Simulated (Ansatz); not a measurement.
# PtS2: how the settings move a single-point run

Aim: see which settings change the result for PtS2, by how much, and at what cost. The cell is built on a prototype (3R-MoS2 type) and needn't be the phase found in nature.

Program: Ansatz 0.2.0. Level of theory: reference: DFT, r2SCAN, plane waves, PAW. These are calculated values, not measurements.

## Step 1: The starting structure

It takes space group R3m (No. 160, trigonal). Conventional cell: a = 3.478 Å, b = 3.478 Å, c = 15.288 Å, α = 90.00°, β = 90.00°, γ = 120.00°. Around Pt (site symmetry 3m) lie 6 S at 2.41 to 2.48 Å. Around S (site symmetry 3m) lie 3 Pt at 2.48 Å. S (site symmetry 3m) is surrounded by 3 Pt at 2.41 Å.

Coordinates:

```
Pt S
1.0
     1.73914    1.00409    5.09587
    -1.73914    1.00409    5.09587
     0.00000   -2.00819    5.09587
Pt S
1 2
Direct
  0.99737 0.99737 0.99737
  0.42560 0.42560 0.42560
  0.24369 0.24369 0.24369
```

## Step 2: The reference run

Input file input.yaml:

```yaml
crystal:
  lattice:
    - [1.7391392326, 1.0040925041, 5.0958703778]
    - [-1.7391392326, 1.0040925041, 5.0958703778]
    - [0.0, -2.0081850081, 5.0958703778]
  atoms:
    - { symbol: Pt, position: [-0.002625646, -0.002625646, -0.002625646] }
    - { symbol: S, position: [0.4255983386, 0.4255983386, 0.4255983386] }
    - { symbol: S, position: [0.243693974, 0.243693974, 0.243693974] }
kpoints:
  mp_grid: { grid: [6, 6, 6] }
hamiltonian:
  xc: r2scan
scf:
  occupations: { method: fermi_dirac, width: 0.02 }
  n_extra_bands: 4
output:
  forces: true
  stress: true
  eigenvalues: true
```

The run is started by

```sh
$ ansatz run input.yaml --threads 4 --pin off --max-ram 3686MiB --backend cpu --events-out ev --progress --plain --runs-dir out
```

## Step 3: Variant: ecutwfc 250

input.yaml: that of step 2 with these lines changed.

```diff
@@ -20 +20,3 @@
   eigenvalues: true
+basis:
+  ecutwfc: 250
```

Q: Predict the outcome of this session. Wanted: for each run, ending; energy change; pressure; gap; force.

**Answer**, as computed:

| run | ending | energy change | pressure (GPa) | gap (eV) | force (eV/Å) | cycles | time |
| --- | --- | --- | --- | --- | --- | --- | --- |
| reference | converged | 0 | 1.4 | 0.00 | 0.02 | 9 | 4.7 s |
| 1: ecutwfc 250 | converged | +616.0 meV/atom | 2.1 | 0.00 | 0.09 | 9 | 2.2 s |

Residual by cycle in the longest SCF loop of each run; runs are numbered as in the table. The quantity is the density residual dr2, in eV.

| cycle | reference | run 1 |
| --- | --- | --- |
| 1 | 0.181 | 0.161 |
| 2 | 0.375 | 0.0392 |
| 3 | 0.012 | 0.0901 |
| 4 | 0.0035 | 0.00163 |
| 5 | 0.0034 | 0.00163 |
| 6 | 3.6e-4 | 2.3e-5 |
| 7 | 1.7e-5 | 1.5e-6 |
| 8 | 1.0e-7 | 1.5e-7 |
| 9 | 7.5e-9 | 1.0e-8 |

What this shows: Changing the cutoff moves the energy by +616.0 meV/atom, and the pressure goes from 1.4 to 2.1 GPa and the largest force goes from 0.02 to 0.09 eV/Å. The log warns that the cutoff is under what these potentials recommend, so the shift is basis error. Cost: 2.2 s against 4.7 s. Run 1 ran under the cutoff that the potentials recommend, as the log warns, so basis error is mixed into its values, and swamps them where the cutoff is far short.
